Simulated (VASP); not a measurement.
# SnTe (Fm-3m) in VASP: further runs

The runs below take SnTe through single point, with PBE.

Program: VASP 6.6.1. These are calculated values, not measurements. Logs are shortened: lines on timing, memory, paths and dates and some standing lists are left out, and cuts for length are marked.

**Experimental background.**

From a printed reference work, textbook, for a bulk crystal of SnTe at 300 K: band gap 0.18 eV (direct).

How close the calculation comes is told below.

### Step 1. The cell of the first run

Symmetry: Fm-3m, No. 225, cubic system. Conventional cell: a = 6.173 Å, b = 6.173 Å, c = 6.173 Å, α = 90.00°, β = 90.00°, γ = 90.00°. Within 4.1 Å of Sn (site symmetry m-3m) lie 6 Te at 3.09 Å. Within 4.1 Å of Te (site symmetry m-3m) lie 6 Sn at 3.09 Å.

### Step 2. Single point, PBE

INCAR reads:

```
SYSTEM = SnTe
ALGO = Normal ; EDIFF = 1E-6
ENCUT = 500 ; GGA = PE
GGA_COMPAT = .FALSE. ; ISIF = 2
ISMEAR = 0 ; LASPH = .TRUE.
LCHARG = .TRUE. ; LELF = .TRUE.
LREAL = .FALSE. ; LVHAR = .TRUE.
LWAVE = .FALSE. ; NBANDS = 17
NELM = 120 ; PREC = Accurate
SIGMA = 0.01
```

KPOINTS reads:

```
k-points
0
G
  6 6 6
  0 0 0
```

POSCAR reads:

```
SnTe
1.0
    0.0000000000      3.0865288906      3.0865288906
    3.0865288906      0.0000000000      3.0865288906
    3.0865288906      3.0865288906      0.0000000000
Sn Te
1 1
Direct
    0.0000000000      0.0000000000      0.0000000000
    0.5000000000      0.5000000000      0.5000000000
```

Potentials or basis: VASP PAW PBE potentials, release 64 (Sn_d, Te).

Command:

```sh
cat potpaw_PBE.64/Sn_d/POTCAR potpaw_PBE.64/Te/POTCAR > POTCAR
mpirun -np 1 vasp_std > vasp.out
```

OUTCAR:

```text
SYSTEM = SnTe
   EDIFF = 1E-6
   ENCUT = 500
   GGA = PE
   ISIF = 2
   ISMEAR = 0
   LASPH = .TRUE.
   LREAL = .FALSE.
   NELM = 120
   PREC = Accurate

 ion  position               nearest neighbor table
   1  0.000  0.000  0.000-   2 3.09   2 3.09   2 3.09   2 3.09   2 3.09   2 3.09
   2  0.500  0.500  0.500-   1 3.09   1 3.09   1 3.09   1 3.09   1 3.09   1 3.09

  LATTYP: Found a face centered cubic cell.
 ALAT       =     6.1730577812

  Lattice vectors:

 A1 = (   0.0000000000,   3.0865288906,   3.0865288906)
 A2 = (   3.0865288906,   0.0000000000,   3.0865288906)
 A3 = (   3.0865288906,   3.0865288906,   0.0000000000)

Analysis of symmetry for initial positions (statically):
=====================================================================
 Subroutine PRICEL returns:
 Original cell was already a primitive cell.

 Routine SETGRP: Setting up the symmetry group for a
 face centered cubic supercell.

 Subroutine GETGRP returns: Found 48 space group operations
 (whereof 48 operations were pure point group operations)
 out of a pool of 48 trial point group operations.

The static configuration has the point symmetry O_h .

Analysis of symmetry for dynamics (positions and initial velocities):
=====================================================================
 Subroutine PRICEL returns:
 Original cell was already a primitive cell.

 Routine SETGRP: Setting up the symmetry group for a
 face centered cubic supercell.

 Subroutine GETGRP returns: Found 48 space group operations
 (whereof 48 operations were pure point group operations)
 out of a pool of 48 trial point group operations.

The dynamic configuration has the point symmetry O_h .

 Subroutine INISYM returns: Found 48 space group operations
 (whereof 48 operations are pure point group operations),
 and found     1 'primitive' translations

----------------------------------------------------------------------------------------

                                     Primitive cell

  volume of cell :      58.8086

  direct lattice vectors                    reciprocal lattice vectors
     0.000000000  3.086528891  3.086528891    -0.161994272  0.161994272  0.161994272
     3.086528891  0.000000000  3.086528891     0.161994272 -0.161994272  0.161994272
     3.086528891  3.086528891  0.000000000     0.161994272  0.161994272 -0.161994272

  length of vectors
     4.365011018  4.365011018  4.365011018     0.280582309  0.280582309  0.280582309

  position of ions in fractional coordinates (direct lattice)
     0.000000000  0.000000000  0.000000000
     0.500000000  0.500000000  0.500000000

  ion indices of the primitive-cell ions
   primitive index   ion index
                 1           1
                 2           2

----------------------------------------------------------------------------------------

 KPOINTS: k-points

Automatic generation of k-mesh.
 Grid dimensions read from file:
 generate k-points for:    6    6    6

 Generating k-lattice:

  Cartesian coordinates                     Fractional coordinates (reciprocal lattice)
    -0.026999045  0.026999045  0.026999045     0.166666667  0.000000000  0.000000000
     0.026999045 -0.026999045  0.026999045     0.000000000  0.166666667  0.000000000
     0.026999045  0.026999045 -0.026999045     0.000000000  0.000000000  0.166666667

  Length of vectors
     0.046763718  0.046763718  0.046763718

  Shift w.r.t. Gamma in fractional coordinates (k-lattice)
     0.000000000  0.000000000  0.000000000

 Subroutine IBZKPT returns following result:
 ===========================================

 Found     16 irreducible k-points:

 Following reciprocal coordinates:
            Coordinates               Weight
  0.000000  0.000000  0.000000      1.000000
  0.166667  0.000000  0.000000      8.000000
  0.333333  0.000000  0.000000      8.000000
  0.500000  0.000000  0.000000      4.000000
  0.166667  0.166667  0.000000      6.000000
  0.333333  0.166667  0.000000     24.000000
[... 8 lines left out ...]
 -0.333333  0.333333  0.166667     24.000000
 -0.333333  0.500000  0.166667     12.000000
   k-points           NKPTS =     16   k-points in BZ     NKDIM =     16   number of bands    NBANDS=     17
   number of dos      NEDOS =    301   number of ions     NIONS =      2
   total plane-waves  NPLWV =  32768
   dimension x,y,z NGX =    32 NGY =   32 NGZ =   32
   dimension x,y,z NGXF=    64 NGYF=   64 NGZF=   64
   ions per type =               1   1
   NGX,Y,Z   is equivalent  to a cutoff of  12.19, 12.19, 12.19 a.u.
   NGXF,Y,Z  is equivalent  to a cutoff of  24.38, 24.38, 24.38 a.u.
 SYSTEM =  SnTe
   PREC   = accura    normal or accurate (medium, high low for compatibility)
   ISTART =      0    job   : 0-new  1-cont  2-samecut
   ICHARG =      2    charge: 1-file 2-atom 10-const
   ISPIN  =      1    spin polarized calculation?
   LNONCOLLINEAR =      F non collinear calculations
   LSORBIT =      F    spin-orbit coupling
   LASPH  =      T    aspherical Exc in radial PAW
   ENCUT  =  500.0 eV  36.75 Ry    6.06 a.u.   7.96  7.96  7.96*2*pi/ulx,y,z
   NELM   =    120;   NELMIN=  2; NELMDL= -5     # of ELM steps
   EDIFF  = 0.1E-05   stopping-criterion for ELM
   LREAL  =      F    real-space projection
   EDIFFG = 0.1E-04   stopping-criterion for IOM
   NSW    =      0    number of steps for IOM
   IBRION =     -1    ionic relax: 0-MD 1-quasi-New 2-CG
   NFREE  =      0    steps in history (QN), initial steepest desc. (CG)
   ISIF   =      2    stress and relaxation
   ISYM   =      2    0-nonsym 1-usesym 2-fastsym
   POTIM  = 0.5000    time-step for ionic-motion
   TEBEG  =    0.0;   TEEND  =   0.0 temperature during run
   PSTRESS=    0.0 pullay stress
   NELECT =      20.0000    total number of electrons
   NUPDOWN=      -1.0000    fix difference up-down
   EMIN   =  10.00;   EMAX   =-10.00  energy-range for DOS
   EFERMI =   0.00;   METHOD = LEGACY
   ISMEAR =     0;   SIGMA  =   0.01  broadening in eV -4-tet -1-fermi 0-gaus
   EFERMI_NEDOS =   21; number of points for ismear=-14 and -15
   IALGO  =     38    algorithm
   IMIX   =      4    mixing-type and parameters
     AMIX     =   0.40;   BMIX     =  1.00
     AMIX_MAG =   1.60;   BMIX_MAG =  1.00
  volume/ion in A,a.u.               =      29.40       198.43
  Fermi-wavevector in a.u.,A,eV,Ry     =   1.142715  2.159418 17.766446  1.305797
  Thomas-Fermi vector in A             =   2.279412
   LORBIT       =      0    0 simple, 1 ext, 2 COOP (PROOUT), +10 PAW based schemes
   GGA     = PE    functional components
   LHFCALC =     F    Hartree Fock is set to
   AEXX    =    0.0000 exact exchange contribution
   IVDW    =     0    specifies the selected vdW correction
   LEPSILON=     F    determine dielectric tensor
   LRPA    =     F    only Hartree local field effects (RPA)
 non-spin polarized calculation
 Gauss-broadening in eV      SIGMA  =   0.01
  energy-cutoff  :      500.00
  volume of cell :       58.81
 maximum number of plane-waves:      1524
   NGX = 15   NGY = 15   NGZ = 15

 number of electron      19.9999995 magnetization

 Free energy of the ion-electron system (eV)
  ---------------------------------------------------
  ext. energy  EPLUGINS =         0.00000000
  ---------------------------------------------------
  free energy    TOTEN  =        -7.44956385 eV

  energy without entropy =       -7.44956385  energy(sigma->0) =       -7.44956385

 E-fermi :   7.8445     XC(G=0):  -9.7802

 val. band max:        7.7227581470   @ k =   0.5000   0.0000   0.0000
 cond. band min:       8.0139106733   @ k =   0.5000   0.0000   0.0000
 fundamental gap:      0.2911525263
 Fermi energy:         7.8445381294

 k-point     1 :       0.0000    0.0000    0.0000
  band No.  band energies     occupation
      1     -14.2037      2.00000
      2     -14.2037      2.00000
      3     -14.1936      2.00000
      4     -14.1936      2.00000
      5     -14.1936      2.00000
      6      -5.5270      2.00000
[... 9 lines left out ...]
     16      12.3876      0.00000
     17      14.3934      0.00000

 k-point     2 :       0.1667    0.0000    0.0000
  band No.  band energies     occupation
      1     -14.2053      2.00000
      2     -14.2053      2.00000
      3     -14.1931      2.00000
      4     -14.1916      2.00000
      5     -14.1916      2.00000
      6      -5.2726      2.00000
[... 9 lines left out ...]
     16      12.9770      0.00000
     17      16.2721      0.00000

 k-point     3 :       0.3333    0.0000    0.0000
  band No.  band energies     occupation
      1     -14.2090      2.00000
      2     -14.2090      2.00000
      3     -14.1922      2.00000
      4     -14.1870      2.00000
      5     -14.1870      2.00000
      6      -4.5992      2.00000
[... 9 lines left out ...]
     16      14.5682      0.00000
     17      18.8612      0.00000

 k-point     4 :       0.5000    0.0000    0.0000
  band No.  band energies     occupation
      1     -14.2109      2.00000
      2     -14.2109      2.00000
      3     -14.1918      2.00000
      4     -14.1846      2.00000
      5     -14.1846      2.00000
      6      -4.0782      2.00000
[... 9 lines left out ...]
     16      16.6552      0.00000
     17      16.7560      0.00000
[... 183 lines left out ...]
      1     -14.2175      2.00000
      2     -14.2042      2.00000
      3     -14.1933      2.00000
      4     -14.1853      2.00000
      5     -14.1833      2.00000
      6      -4.1065      2.00000
[... 9 lines left out ...]
     16      16.1657      0.00000
     17      16.9502      0.00000

 k-point    15 :      -0.3333    0.3333    0.1667
  band No.  band energies     occupation
      1     -14.2182      2.00000
      2     -14.2058      2.00000
      3     -14.1895      2.00000
      4     -14.1882      2.00000
      5     -14.1813      2.00000
      6      -3.7400      2.00000
[... 9 lines left out ...]
     16      17.7340      0.00000
     17      17.8504      0.00000

 k-point    16 :      -0.3333    0.5000    0.1667
  band No.  band energies     occupation
      1     -14.2231      2.00000
      2     -14.2021      2.00000
      3     -14.1941      2.00000
      4     -14.1844      2.00000
      5     -14.1794      2.00000
      6      -3.6362      2.00000
[... 9 lines left out ...]
     16      18.1259      0.00000
     17      19.1018      0.00000

------------------------ aborting loop because EDIFF is reached ----------------------------------------

  FORCE on cell =-STRESS in cart. coord.  units (eV):
  Direction    XX          YY          ZZ          XY          YZ          ZX
  --------------------------------------------------------------------------------------
  -------------------------------------------------------------------------------------
  Total        2.1573822      2.1573822      2.1573822      0.0000000      0.0000000      0.0000000
  in kB       58.7755410     58.7755410     58.7755410      0.0000000      0.0000000      0.0000000
  external PRESSURE =      58.7755410 kB  Pullay stress =       0.0000000 kB

 VOLUME and BASIS-vectors are now :
 -----------------------------------------------------------------------------
  energy-cutoff  :      500.00
  volume of cell :       58.81
      direct lattice vectors                 reciprocal lattice vectors
     0.000000000  3.086528891  3.086528891    -0.161994272  0.161994272  0.161994272
     3.086528891  0.000000000  3.086528891     0.161994272 -0.161994272  0.161994272
     3.086528891  3.086528891  0.000000000     0.161994272  0.161994272 -0.161994272

 POSITION                                       TOTAL-FORCE (eV/Angst)
 -----------------------------------------------------------------------------------
      0.00000      0.00000      0.00000        -0.000000     -0.000000     -0.000000
      3.08653      3.08653      3.08653         0.000000      0.000000      0.000000
 -----------------------------------------------------------------------------------
    total drift:                                0.000000     -0.000000     -0.000000

  FREE ENERGIE OF THE ION-ELECTRON SYSTEM (eV)
  ---------------------------------------------------
  free  energy   TOTEN  =        -7.4495638480 eV

  energy  without entropy=       -7.4495638480  energy(sigma->0) =       -7.44956385
```

Run time: 13 s. Hardware: 1 thread of AMD EPYC 9R14, shared host; peak memory 0.15 GiB.

Results:

```
Free energy            : -7.4496 eV
Pressure               : 5.9 GPa
Band gap on the k mesh : 0.29 eV, direct
```

Levels at points of the mesh, in eV from the valence-band top:
| k point | band 7 | band 8 | band 9 | band 10 | band 11 | band 12 | band 13 | band 14 |
| --- | --- | --- | --- | --- | --- | --- | --- | --- |
| (0.00, 0.00, 0.00) | -4.39 | -2.28 | -2.28 | -2.28 | 3.51 | 3.51 | 3.51 | 4.66 |
| (0.50, 0.00, 0.00) | -8.66 | -1.93 | -1.93 | 0.00 | 0.29 | 0.29 | 0.29 | 7.97 |
| (0.50, 0.50, 0.00) | -6.50 | -6.00 | -4.02 | -4.02 | 1.95 | 5.27 | 5.27 | 6.91 |

Caveat: spin-orbit coupling is left out, which moves the levels of the heavy elements.

### Step 3. Single point, PBE

This run uses another cell than the first one, of 30.34 Å³/atom, 1.032 times its volume.

INCAR reads:

```
PREC     = Accurate       # precision mode
ENCUT    = 500            # plane-wave cutoff, eV
EDIFF    = 1E-6           # SCF threshold, eV
ISMEAR   = 0              # smearing method
SIGMA    = 0.01           # smearing width, eV
LREAL    = F              # projectors in reciprocal space
LASPH    = T              # aspherical terms in the spheres
NELM     = 120            # most SCF steps
ALGO     = Normal         # electronic algorithm
ISIF     = 2              # what is computed and relaxed
LWAVE    = F              # write WAVECAR
LCHARG   = F              # write CHGCAR
GGA      = PE             # functional
NBANDS   = 17             # bands
GGA_COMPAT= F
```

KPOINTS reads:

```
Automatic mesh
0
Gamma
  6 6 6
```

POSCAR reads:

```
SnTe
1.0
    0.0000000000      3.1190210562      3.1190210562
    3.1190210562      0.0000000000      3.1190210562
    3.1190210562      3.1190210562      0.0000000000
Sn Te
1 1
Direct
    0.0000000000      0.0000000000      0.0000000000
    0.5000000000      0.5000000000      0.5000000000
```

Potentials or basis: VASP PAW PBE potentials, release 64 (Sn_d, Te).

Command:

```sh
cat potpaw_PBE.64/Sn_d/POTCAR potpaw_PBE.64/Te/POTCAR > POTCAR
mpirun -np 1 vasp_std > vasp.out
```

Run time: 11 s. Hardware: 1 thread of AMD EPYC 9R14, shared host; peak memory 0.15 GiB.

The run converged. Its results:

- Free energy: -7.5067 eV
- Pressure: 3.9 GPa
- Band gap on the k mesh: 0.19 eV, direct

Levels at points of the mesh, in eV from the valence-band top:
```tsv
k point	band 8	band 9	band 10	band 11	band 12	band 13
(0.00, 0.00, 0.00)	-2.22	-2.22	-2.22	3.42	3.42	3.42
(0.50, 0.00, 0.00)	-1.87	-1.87	0.00	0.19	0.33	0.33
(0.50, 0.50, 0.00)	-5.79	-3.89	-3.89	2.06	5.09	5.09
```

Caveat: spin-orbit coupling is left out, which moves the levels of the heavy elements.

### Step 4. Single point, PBE

This run uses another cell than the first one, of 32.22 Å³/atom, 1.096 times its volume.

INCAR reads:

```
SYSTEM = SnTe
ALGO     = Normal         ! electronic algorithm
EDIFF    = 1E-6           ! SCF threshold, eV
ENCUT    = 500            ! plane-wave cutoff, eV
GGA      = PE             ! functional
GGA_COMPAT= .FALSE.      
ISIF     = 2              ! what is computed and relaxed
ISMEAR   = 0              ! smearing method
LASPH    = .TRUE.         ! aspherical terms in the spheres
LCHARG   = .FALSE.        ! write CHGCAR
LREAL    = .FALSE.        ! projectors in reciprocal space
LWAVE    = .FALSE.        ! write WAVECAR
NBANDS   = 17             ! bands
NELM     = 120            ! most SCF steps
PREC     = Accurate       ! precision mode
SIGMA    = 0.01           ! smearing width, eV
```

KPOINTS reads:

```
k-points
0
G
  6 6 6
  0 0 0
```

POSCAR reads:

```
SnTe
1.0
    0.0000000000      3.1820485636      3.1820485636
    3.1820485636      0.0000000000      3.1820485636
    3.1820485636      3.1820485636      0.0000000000
Sn Te
1 1
Direct
    0.0000000000      0.0000000000      0.0000000000
    0.5000000000      0.5000000000      0.5000000000
```

Command:

```sh
cat potpaw_PBE.64/Sn_d/POTCAR potpaw_PBE.64/Te/POTCAR > POTCAR
mpirun -np 1 vasp_std > vasp.out
```

Wall time 20 s (1 thread of AMD EPYC 9R14, shared host); peak memory 0.17 GiB.

Results (log left out):

```yaml
Free_energy: -7.5599 eV
Pressure: 0.8 GPa
Band_gap_on_the_k_mesh: 0.01 eV, direct
```

Levels at points of the mesh, in eV from the valence-band top:
```tsv
k point	band 6	band 7	band 8	band 9	band 10	band 11	band 12	band 13	band 14	band 15
(0.00, 0.00, 0.00)	-12.62	-4.82	-2.09	-2.09	-2.09	3.26	3.26	3.26	4.77	4.77
(0.50, 0.00, 0.00)	-11.41	-8.21	-1.77	-1.77	0.00	0.01	0.38	0.38	7.68	8.63
(0.50, 0.50, 0.00)	-11.14	-6.48	-5.40	-3.63	-3.63	2.26	4.75	4.75	6.14	8.89
```

Caveat: spin-orbit coupling is left out, which moves the levels of the heavy elements.

### Step 5. Single point, PBE

This run uses another cell than the first one, of 33.16 Å³/atom, 1.128 times its volume.

INCAR reads:

```
SYSTEM = SnTe
  PREC = Accurate
  ENCUT = 500
  EDIFF = 1E-6
  ISMEAR = 0
  SIGMA = 0.01
  LREAL = .False.
  LASPH = .True.
  NELM = 120
  ALGO = Normal
  ISIF = 2
  LWAVE = .False.
  LCHARG = .False.
  GGA = PE
  NBANDS = 17
  GGA_COMPAT = .False.
```

KPOINTS reads:

```
Automatic mesh
0
Gamma
  6 6 6
  0 0 0
```

POSCAR reads:

```
SnTe
1.0
    0.0000000000      3.2126470615      3.2126470615
    3.2126470615      0.0000000000      3.2126470615
    3.2126470615      3.2126470615      0.0000000000
Sn Te
1 1
Direct
    0.0000000000      0.0000000000      0.0000000000
    0.5000000000      0.5000000000      0.5000000000
```

Command:

```sh
cat potpaw_PBE.64/Sn_d/POTCAR potpaw_PBE.64/Te/POTCAR > POTCAR
mpirun -np 1 vasp_std > vasp.out
```

Run time: 20 s. Hardware: 1 thread of AMD EPYC 9R14, shared host; peak memory 0.17 GiB.

The run converged. Its results:

```yaml
Free_energy: -7.5643 eV
Pressure: -0.3 GPa
Band_gap_on_the_k_mesh: 0.07 eV, direct
```

Levels at points of the mesh, in eV from the valence-band top:
| k point | band 7 | band 8 | band 9 | band 10 | band 11 | band 12 | band 13 | band 14 |
| --- | --- | --- | --- | --- | --- | --- | --- | --- |
| (0.00, 0.00, 0.00) | -4.88 | -1.96 | -1.96 | -1.96 | 3.25 | 3.25 | 3.25 | 4.88 |
| (0.50, 0.00, 0.00) | -8.02 | -1.64 | -1.64 | 0.00 | 0.07 | 0.47 | 0.47 | 7.67 |
| (0.50, 0.50, 0.00) | -6.41 | -5.15 | -3.44 | -3.44 | 2.42 | 4.67 | 4.67 | 5.98 |

Caveat: spin-orbit coupling is left out, which moves the levels of the heavy elements.

### Step 6. Summary

| cell | gap on the mesh (eV) | pressure (GPa) |
| --- | --- | --- |
| a = 4.365 Å, angles 60.0°, 2 atoms | 0.29 | 5.9 |
| a = 4.411 Å, angles 60.0°, 2 atoms | 0.19 | 3.9 |
| a = 4.500 Å, angles 60.0°, 2 atoms | 0.01 | 0.8 |
| a = 4.543 Å, angles 60.0°, 2 atoms | 0.07 | -0.3 |

Alike in all rows: task single point; level PBE; potentials or basis VASP PAW PBE potentials, release 64 (Sn_d, Te); no spin polarisation; k mesh 6 × 6 × 6; cutoff (eV) 500; smearing gaussian 0.01 eV.

Caveats: spin-orbit coupling is left out, which moves the levels of the heavy elements.

Absolute energies hang on the potentials; compare differences alone.

### Step 7. Against experiment

Step 4. Measured gap of SnTe: 0.18 eV (direct; 300 K; a printed reference work, textbook). This calculation gives 0.01 eV (-0.17 eV). Spin-orbit coupling on Sn, Te is left out. The value is that of PBE on a finite k mesh, which can miss the band edges, without temperature or zero-point motion. Semilocal functionals fall short of measured gaps as a rule.

Step 5. Against the measured gap of SnTe, 0.18 eV (direct; 300 K; a printed reference work, textbook), the calculated 0.07 eV is off by -0.11 eV. Spin-orbit coupling on Sn, Te is left out. The value is that of PBE on a finite k mesh, which can miss the band edges, without temperature or zero-point motion. Semilocal functionals fall short of measured gaps as a rule.
